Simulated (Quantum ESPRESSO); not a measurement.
# WC (Fm-3m) in Quantum ESPRESSO: a series of runs, part 2 of 2

Quantum ESPRESSO 7.5.

## (3) Phonons, PBEsol

Contents of pw.in:

```
&CONTROL
  calculation = 'scf'
  prefix = 'pwscf'
  outdir = './tmp'
  pseudo_dir = './pseudo'
  tprnfor = .true.
  tstress = .true.
  disk_io = 'low'
/
&SYSTEM
  ibrav = 0
  nat = 2
  ntyp = 2
  ecutwfc = 82
  nbnd = 15
  occupations = 'smearing'
  smearing = 'mv'
  degauss = 0.01469973
/
&ELECTRONS
  conv_thr = 4d-10
  electron_maxstep = 120
  mixing_beta = 0.5
/
ATOMIC_SPECIES
W    183.8400 W.upf
C     12.0110 C.upf
CELL_PARAMETERS angstrom
   0.0000000000    2.1926840000    2.1926840000
   2.1926840000    0.0000000000    2.1926840000
   2.1926840000    2.1926840000    0.0000000000
ATOMIC_POSITIONS crystal
W      0.0000000000    0.0000000000    0.0000000000
C      0.5000000000    0.5000000000    0.5000000000
K_POINTS automatic
8 8 8 0 0 0
```

Contents of relax.in:

```
&CONTROL
  calculation = 'vc-relax'
  prefix = 'pwscf'
  outdir = './tmp'
  pseudo_dir = './pseudo'
  tprnfor = .true.
  tstress = .true.
  disk_io = 'low'
  nstep = 40
  forc_conv_thr = 0.0001
  etot_conv_thr = 1d-06
/
&SYSTEM
  ibrav = 0
  nat = 2
  ntyp = 2
  ecutwfc = 82
  nbnd = 15
  occupations = 'smearing'
  smearing = 'mv'
  degauss = 0.01469973
/
&ELECTRONS
  conv_thr = 4d-10
  electron_maxstep = 120
  mixing_beta = 0.5
/
&IONS
  ion_dynamics = 'bfgs'
/
&CELL
  cell_dynamics = 'bfgs'
  press = 0
  press_conv_thr = 0.2
/
ATOMIC_SPECIES
W    183.8400 W.upf
C     12.0110 C.upf
CELL_PARAMETERS angstrom
   0.0000000000    2.1926840000    2.1926840000
   2.1926840000    0.0000000000    2.1926840000
   2.1926840000    2.1926840000    0.0000000000
ATOMIC_POSITIONS crystal
W      0.0000000000    0.0000000000    0.0000000000
C      0.5000000000    0.5000000000    0.5000000000
K_POINTS automatic
8 8 8 0 0 0
```

Contents of scf2.in:

```
&CONTROL
  calculation = 'scf'
  prefix = 'pwscf'
  outdir = './tmp'
  pseudo_dir = './pseudo'
  tprnfor = .true.
  tstress = .true.
  disk_io = 'low'
/
&SYSTEM
  ibrav = 0
  nat = 2
  ntyp = 2
  ecutwfc = 82
  nbnd = 15
  occupations = 'smearing'
  smearing = 'mv'
  degauss = 0.01469973
/
&ELECTRONS
  conv_thr = 1d-13
  electron_maxstep = 120
  mixing_beta = 0.5
  startingpot = 'file'
  startingwfc = 'file'
/
ATOMIC_SPECIES
W    183.8400 W.upf
C     12.0110 C.upf
CELL_PARAMETERS angstrom
   0.0000000000    2.1741498858    2.1741498858
   2.1741498858    0.0000000000    2.1741498858
   2.1741498858    2.1741498858    0.0000000000
ATOMIC_POSITIONS crystal
W      0.0000000000    0.0000000000    0.0000000000
C      0.5000000000    0.5000000000    0.5000000000
K_POINTS automatic
8 8 8 0 0 0
```

Contents of ph.in:

```
phonons of WC
&INPUTPH
  prefix = 'pwscf'
  outdir = './tmp'
  tr2_ph = 1d-18
  fildyn = 'dyn'
  niter_ph = 90
  alpha_mix(1) = 0.4
/
0.0000000000 0.0000000000 0.0000000000
```

Contents of dynmat.in:

```
&INPUT
  fildyn = 'dyn'
  asr = 'crystal'
  filout = 'dynmat.disp'
  fileig = 'dynmat.eig'
/
```

Potentials or basis: PseudoDojo 0.4.1 SR PBEsol standard.

Command:

```sh
> OMP_NUM_THREADS=1 pw.x -in pw.in > pw.out
> OMP_NUM_THREADS=1 pw.x -in relax.in > relax.out
> OMP_NUM_THREADS=1 pw.x -in scf2.in > scf2.out
> OMP_NUM_THREADS=1 ph.x -in ph.in > ph.out
> OMP_NUM_THREADS=1 dynmat.x -in dynmat.in > dynmat.out
```

pw.out:

```text
This program is part of the open-source Quantum ESPRESSO suite
     for quantum simulation of materials; please cite
[... 9 lines left out ...]
     --------------------
     sticks:   dense  smooth     PW     G-vecs:    dense   smooth      PW
     Sum         769     769    241                14211    14211    2421

     Using Slab Decomposition

     bravais-lattice index     =            0
     lattice parameter (alat)  =       5.8599  a.u.
     unit-cell volume          =     142.2836 (a.u.)^3
     number of atoms/cell      =            2
     number of atomic types    =            2
     number of electrons       =        18.00
     number of Kohn-Sham states=           15
     kinetic-energy cutoff     =      82.0000  Ry
     charge density cutoff     =     328.0000  Ry
     scf convergence threshold =      4.0E-10
     mixing beta               =       0.5000
     number of iterations used =            8  plain     mixing
     Exchange-correlation= PBESOL
                           (   1   4  10   8   0   0   0)

     celldm(1)=   5.859896  celldm(2)=   0.000000  celldm(3)=   0.000000
     celldm(4)=   0.000000  celldm(5)=   0.000000  celldm(6)=   0.000000

     crystal axes: (cart. coord. in units of alat)
               a(1) = (   0.000000   0.707107   0.707107 )
               a(2) = (   0.707107   0.000000   0.707107 )
               a(3) = (   0.707107   0.707107   0.000000 )

     reciprocal axes: (cart. coord. in units 2 pi/alat)
               b(1) = ( -0.707107  0.707107  0.707107 )
               b(2) = (  0.707107 -0.707107  0.707107 )
               b(3) = (  0.707107  0.707107 -0.707107 )

     PseudoPot. # 1 for W  read from file:
     W.upf
     Pseudo is Norm-conserving + core correction, Zval = 14.0
     Generated using ONCVPSP code by D. R. Hamann
     Using radial grid of 1396 points,  8 beta functions with:
                l(1) =   0
                l(2) =   0
                l(3) =   1
                l(4) =   1
                l(5) =   2
                l(6) =   2
                l(7) =   3
                l(8) =   3

     PseudoPot. # 2 for C  read from file:
     C.upf
     Pseudo is Norm-conserving + core correction, Zval =  4.0
     Generated using ONCVPSP code by D. R. Hamann
     Using radial grid of 1248 points,  4 beta functions with:
                l(1) =   0
                l(2) =   0
                l(3) =   1
                l(4) =   1

     atomic species   valence    mass     pseudopotential
     W                14.00   183.84000     W ( 1.00)
     C                 4.00    12.01100     C ( 1.00)

     48 Sym. Ops., with inversion, found

   Cartesian axes

     site n.     atom                  positions (alat units)
         1        W      tau(   1) = (   0.0000000   0.0000000   0.0000000  )
         2        C      tau(   2) = (   0.7071068   0.7071068   0.7071068  )

     number of k points=    29  Marzari-Vanderbilt smearing, width (Ry)=  0.0147
                       cart. coord. in units 2pi/alat
        k(    1) = (   0.0000000   0.0000000   0.0000000), wk =   0.0039062
        k(    2) = (   0.0883883   0.0883883  -0.0883883), wk =   0.0312500
        k(    3) = (   0.1767767   0.1767767  -0.1767767), wk =   0.0312500
        k(    4) = (   0.2651650   0.2651650  -0.2651650), wk =   0.0312500
        k(    5) = (  -0.3535534  -0.3535534   0.3535534), wk =   0.0156250
        k(    6) = (   0.1767767   0.0000000   0.0000000), wk =   0.0234375
[... 21 lines left out ...]
        k(   28) = (  -0.7071068   0.1767767  -0.0000000), wk =   0.0468750
        k(   29) = (  -0.7071068   0.3535534   0.0000000), wk =   0.0234375

     Dense  grid:    14211 G-vectors     FFT dimensions: (  36,  36,  36)

     Initial potential from superposition of free atoms

     starting charge      17.9995, renormalised to      18.0000
     Starting wfcs are   14 randomized atomic wfcs +    1 random wfcs

     Self-consistent Calculation

     iteration #  1     ecut=    82.00 Ry     beta= 0.50
     Davidson diagonalization with overlap
     ethr =  1.00E-02,  avg # of iterations =  4.8

     total energy              =    -163.43309262 Ry
     estimated scf accuracy    <       0.51790357 Ry
[... 71 lines left out ...]
     iteration # 12     ecut=    82.00 Ry     beta= 0.50
     Davidson diagonalization with overlap
     ethr =  1.51E-11,  avg # of iterations =  2.1

     End of self-consistent calculation

          k = 0.0000 0.0000 0.0000 (  1807 PWs)   bands (ev):

   -53.8126 -17.8024 -17.8024 -17.8024   5.7886  18.8222  18.8222  18.8222
    20.5502  20.5502  20.5502  20.6139  20.6139  28.0368  31.1927
[... 93 lines left out ...]
   -53.7643 -18.2421 -18.1391 -17.9623   8.8348  14.6087  15.6575  16.7218
    19.8858  23.0143  24.1066  26.4388  26.4406  31.3242  33.1099

          k =-0.7071 0.0000 0.0000 (  1772 PWs)   bands (ev):

   -53.7633 -18.3320 -18.0121 -18.0121   8.0387  15.7971  15.9905  19.1037
    19.1037  22.4330  23.8552  23.8552  26.9951  28.8377  33.3649

          k = 0.3536 0.1768 0.0000 (  1783 PWs)   bands (ev):
[... 26 lines left out ...]
   -53.7669 -18.2175 -18.1352 -17.9449   9.2492  13.8523  15.5173  15.8724
    21.7435  21.9667  24.0497  25.4659  28.1670  32.3675  33.5909

          k =-0.7071 0.1768-0.0000 (  1778 PWs)   bands (ev):

   -53.7633 -18.2860 -18.0598 -18.0152   8.4448  15.5829  15.7925  16.8395
    20.0957  23.5247  23.8599  24.1373  26.8437  30.4684  33.3147

          k =-0.7071 0.3536 0.0000 (  1768 PWs)   bands (ev):

   -53.7633 -18.1737 -18.1737 -18.0182   8.9557  15.2683  15.5171  15.5171
    22.0722  22.0722  23.8647  25.0219  26.5002  33.3612  34.3376

     the Fermi energy is    21.7194 ev

!    total energy              =    -163.63967332 Ry
     estimated scf accuracy    <          9.3E-12 Ry
     smearing contrib. (-TS)   =      -0.00100701 Ry
     internal energy E=F+TS    =    -163.63866631 Ry

     The total energy is F=E-TS. E is the sum of the following terms:
     one-electron contribution =     -11.56392721 Ry
     hartree contribution      =      17.15374274 Ry
     xc contribution           =     -37.21185706 Ry
     ewald contribution        =    -132.01662479 Ry

     convergence has been achieved in  12 iterations

     Forces acting on atoms (cartesian axes, Ry/au):

     atom    1 type  1   force =    -0.00000000    0.00000000   -0.00000000
     atom    2 type  2   force =     0.00000000   -0.00000000    0.00000000

     Total force =     0.000000     Total SCF correction =     0.000000

     Computing stress (Cartesian axis) and pressure

          total   stress  (Ry/bohr**3)                   (kbar)     P=      -93.71
  -0.00063702   0.00000000   0.00000000          -93.71        0.00        0.00
   0.00000000  -0.00063702   0.00000000            0.00      -93.71        0.00
   0.00000000   0.00000000  -0.00063702            0.00        0.00      -93.71

=------------------------------------------------------------------------------=
   JOB DONE.
=------------------------------------------------------------------------------=
```

relax.out:

```text
This program is part of the open-source Quantum ESPRESSO suite
     for quantum simulation of materials; please cite
[... 9 lines left out ...]
     --------------------
     sticks:   dense  smooth     PW     G-vecs:    dense   smooth      PW
     Sum         769     769    241                14211    14211    2421
[... 1822 lines left out ...]
  -0.00000110   0.00000000   0.00000000           -0.16        0.00        0.00
   0.00000000  -0.00000110   0.00000000            0.00       -0.16        0.00
   0.00000000   0.00000000  -0.00000110            0.00        0.00       -0.16

=------------------------------------------------------------------------------=
   JOB DONE.
=------------------------------------------------------------------------------=
```

scf2.out:

```text
This program is part of the open-source Quantum ESPRESSO suite
     for quantum simulation of materials; please cite
[... 9 lines left out ...]
     --------------------
     sticks:   dense  smooth     PW     G-vecs:    dense   smooth      PW
     Sum         757     757    241                13851    13851    2421
[... 303 lines left out ...]
  -0.00000113  -0.00000000  -0.00000000           -0.17       -0.00       -0.00
  -0.00000000  -0.00000113   0.00000000           -0.00       -0.17        0.00
   0.00000000   0.00000000  -0.00000113            0.00        0.00       -0.17

=------------------------------------------------------------------------------=
   JOB DONE.
=------------------------------------------------------------------------------=
```

Run time: 4.3 min. Hardware: 1 thread of Arm Neoverse V2, shared host; peak memory 0.06 GiB.

Results:

```
Free energy                            : -2226.4466 eV
Relaxed volume                         : 10.28 Å³/atom
Relaxed cell                           : a = 3.075 Å, b = 3.075 Å, c = 3.075 Å, α = 60.00°, β = 60.00°, γ = 60.00°
Space group after relaxing (to 0.05 Å) : Fm-3m (No. 225)
Pressure after relaxing                : 0.0 GPa
Band gap on the k mesh                 : none (metal or under the smearing width)
Highest phonon frequency at Γ          : 428 cm⁻¹
```

Step by step:
| step | energy change (eV) | largest force (eV/Å) | pressure (GPa) | volume (Å³) |
| --- | --- | --- | --- | --- |
| 1 | 0.0000 | 0.0000 | -9.37 | 21.08 |
| 2 | -0.0027 | 0.0000 | 9.29 | 20.09 |
| 3 | -0.0158 | 0.0000 | -0.37 | 20.57 |
| 4 | -0.0158 | 0.0000 | -0.01 | 20.56 |
| 5 | -0.0158 | 0.0000 | 0.01 | 20.55 |

Final structure:
```
CELL_PARAMETERS angstrom
0.00000 2.17415 2.17415
2.17415 0.00000 2.17415
2.17415 2.17415 0.00000
ATOMIC_POSITIONS crystal
W 0.00000 0.00000 0.00000
C 0.50000 0.50000 0.50000
```

Phonon frequencies in cm⁻¹ (negative: imaginary):
```tsv
q point	frequencies
(0.000, 0.000, 0.000)	-4 -4 -4 428 428 428
```

Optical modes at Γ, degenerate ones joined:
| cm⁻¹ | components | symmetry | active in |
| --- | --- | --- | --- |
| 428 | 3 | T1u | IR |

Caveat: the mesh is thin for the phonons of a metal.

## (4) Phonons, WC

Edit pw.in of step 3 so:

```diff
@@ -15,2 +15,3 @@
   nbnd = 15
+  input_dft = 'wc'
   occupations = 'smearing'
```

Edit relax.in of step 3 so:

```diff
@@ -18,2 +18,3 @@
   nbnd = 15
+  input_dft = 'wc'
   occupations = 'smearing'
```

Edit scf2.in of step 3 so:

```diff
@@ -15,2 +15,3 @@
   nbnd = 15
+  input_dft = 'wc'
   occupations = 'smearing'
@@ -30,5 +31,5 @@
 CELL_PARAMETERS angstrom
-   0.0000000000    2.1741498858    2.1741498858
-   2.1741498858    0.0000000000    2.1741498858
-   2.1741498858    2.1741498858    0.0000000000
+   0.0000000000    2.1793944655    2.1793944655
+   2.1793944655    0.0000000000    2.1793944655
+   2.1793944655    2.1793944655    0.0000000000
 ATOMIC_POSITIONS crystal
```

ph.in is that of step 3.

dynmat.in is that of step 3.

Potentials or basis: PseudoDojo 0.4.1 SR PBE standard.

Command:

```sh
> OMP_NUM_THREADS=1 pw.x -in pw.in > pw.out
> OMP_NUM_THREADS=1 pw.x -in relax.in > relax.out
> OMP_NUM_THREADS=1 pw.x -in scf2.in > scf2.out
> OMP_NUM_THREADS=1 ph.x -in ph.in > ph.out
> OMP_NUM_THREADS=1 dynmat.x -in dynmat.in > dynmat.out
```

pw.out:

```text
This program is part of the open-source Quantum ESPRESSO suite
     for quantum simulation of materials; please cite
         "P. Giannozzi et al., J. Phys.:Condens. Matter 21 395502 (2009);
         "P. Giannozzi et al., J. Phys.:Condens. Matter 29 465901 (2017);
         "P. Giannozzi et al., J. Chem. Phys. 152 154105 (2020);
     in publications or presentations arising from this work. More details at

     IMPORTANT: XC functional enforced from input :
     Exchange-correlation= WC
                           (   1   4  11   4   0   0   0)
     Any further DFT definition will be discarded
     Please, verify this is what you really want

     Message from routine setup:
     using ibrav=0 with symmetry is DISCOURAGED, use correct ibrav instead

     G-vector sticks info
     --------------------
     sticks:   dense  smooth     PW     G-vecs:    dense   smooth      PW
     Sum         769     769    241                14211    14211    2421

     Using Slab Decomposition

[... 322 lines left out ...]

          k =-0.7071 0.1768-0.0000 (  1778 PWs)   bands (ev):

   -53.6223 -18.1920 -17.9645 -17.9196   8.4408  15.6297  15.8544  16.8760
    20.1341  23.5513  23.8841  24.1727  26.8681  30.4888  33.3744

          k =-0.7071 0.3536 0.0000 (  1768 PWs)   bands (ev):

   -53.6223 -18.0791 -18.0791 -17.9228   8.9506  15.3038  15.5715  15.5715
    22.1045  22.1045  23.8888  25.0606  26.5151  33.3917  34.4033

     the Fermi energy is    21.7482 ev

!    total energy              =    -163.59638763 Ry
     estimated scf accuracy    <          6.1E-11 Ry
     smearing contrib. (-TS)   =      -0.00101182 Ry
     internal energy E=F+TS    =    -163.59537580 Ry

     The total energy is F=E-TS. E is the sum of the following terms:
     one-electron contribution =     -11.37081288 Ry
     hartree contribution      =      17.11998174 Ry
     xc contribution           =     -37.32791987 Ry
     ewald contribution        =    -132.01662479 Ry

     convergence has been achieved in  12 iterations

     Forces acting on atoms (cartesian axes, Ry/au):

     atom    1 type  1   force =     0.00000000    0.00000000    0.00000000
     atom    2 type  2   force =     0.00000000    0.00000000    0.00000000

     Total force =     0.000000     Total SCF correction =     0.000000

     Computing stress (Cartesian axis) and pressure

          total   stress  (Ry/bohr**3)                   (kbar)     P=      -67.27
  -0.00045732   0.00000000   0.00000000          -67.27        0.00        0.00
   0.00000000  -0.00045732   0.00000000            0.00      -67.27        0.00
   0.00000000   0.00000000  -0.00045732            0.00        0.00      -67.27

=------------------------------------------------------------------------------=
   JOB DONE.
=------------------------------------------------------------------------------=
```

relax.out:

```text
This program is part of the open-source Quantum ESPRESSO suite
     for quantum simulation of materials; please cite
         "P. Giannozzi et al., J. Phys.:Condens. Matter 21 395502 (2009);
         "P. Giannozzi et al., J. Phys.:Condens. Matter 29 465901 (2017);
         "P. Giannozzi et al., J. Chem. Phys. 152 154105 (2020);
[... 1562 lines left out ...]
  -0.00000000  -0.00000171   0.00000000           -0.00       -0.25        0.00
   0.00000000  -0.00000000  -0.00000171            0.00       -0.00       -0.25

=------------------------------------------------------------------------------=
   JOB DONE.
=------------------------------------------------------------------------------=
```

Wall time 4 min (1 thread of Arm Neoverse V2, shared host); peak memory 0.06 GiB.

What came out:

| Quantity | Value |
| --- | --- |
| Free energy | -2225.8501 eV |
| Relaxed volume | 10.35 Å³/atom |
| Relaxed cell | a = 3.082 Å, b = 3.082 Å, c = 3.082 Å, α = 60.00°, β = 60.00°, γ = 60.00° |
| Space group after relaxing (to 0.05 Å) | Fm-3m (No. 225) |
| Pressure after relaxing | 0.0 GPa |
| Band gap on the k mesh | none (metal or under the smearing width) |
| Highest phonon frequency at Γ | 418 cm⁻¹ |

Step by step:
| step | energy change (eV) | largest force (eV/Å) | pressure (GPa) | volume (Å³) |
| --- | --- | --- | --- | --- |
| 1 | 0.0000 | 0.0000 | -6.73 | 21.08 |
| 2 | -0.0015 | 0.0000 | 6.45 | 20.37 |
| 3 | -0.0081 | 0.0000 | -0.19 | 20.71 |
| 4 | -0.0081 | 0.0000 | 0.00 | 20.70 |

Final structure:
```cif
data_structure
_symmetry_space_group_name_H-M 'P 1'
_symmetry_Int_Tables_number 1
_cell_length_a 3.0821
_cell_length_b 3.0821
_cell_length_c 3.0821
_cell_angle_alpha 60.000
_cell_angle_beta 60.000
_cell_angle_gamma 60.000
_cell_volume 20.70
loop_
_atom_site_label
_atom_site_type_symbol
_atom_site_fract_x
_atom_site_fract_y
_atom_site_fract_z
_atom_site_occupancy
W1 W 0.00000 0.00000 0.00000 1
C1 C 0.50000 0.50000 0.50000 1
```

Levels at points of the mesh, in eV from the Fermi level:
```
             k point  band 7  band 8  band 9  band 10  band 11  band 12
  (0.00, 0.00, 0.00)   -2.97   -2.97   -1.21    -1.21    -1.21    -1.12
 (0.00, 0.00, -0.50)   -6.86   -6.86    0.93     0.93     2.25     4.83
(0.00, -0.50, -0.50)   -5.74   -2.64   -2.64     0.75     2.20     2.20
```

Phonon frequencies in cm⁻¹ (negative: imaginary):
| q point | frequencies |
| --- | --- |
| (0.000, 0.000, 0.000) | -1 -1 -1 418 418 418 |

Optical modes at Γ, degenerate ones joined:
| cm⁻¹ | components | symmetry | active in |
| --- | --- | --- | --- |
| 418 | 3 | T1u | IR |

Caveat: the mesh is thin for the phonons of a metal; the potentials were made for another functional, which shifts forces and pressure.

## (5) The runs side by side

| level | potentials or basis | gap on the mesh (eV) | pressure (GPa) |
| --- | --- | --- | --- |
| PBE | PseudoDojo 0.4.1 SR PBE standard | none | 0.0 |
| PBEsol | PseudoDojo 0.4.1 SR PBEsol standard | none | 0.0 |
| WC | PseudoDojo 0.4.1 SR PBE standard | none | 0.0 |

Alike in all rows: task phonons; no spin polarisation; cell relaxed; k mesh 8 × 8 × 8; cutoff (eV) 1116; smearing cold 0.2 eV.

Caveats: the mesh is thin for the phonons of a metal; the potentials were made for another functional, which shifts forces and pressure (some runs).

Absolute energies hang on the potentials; compare differences alone.
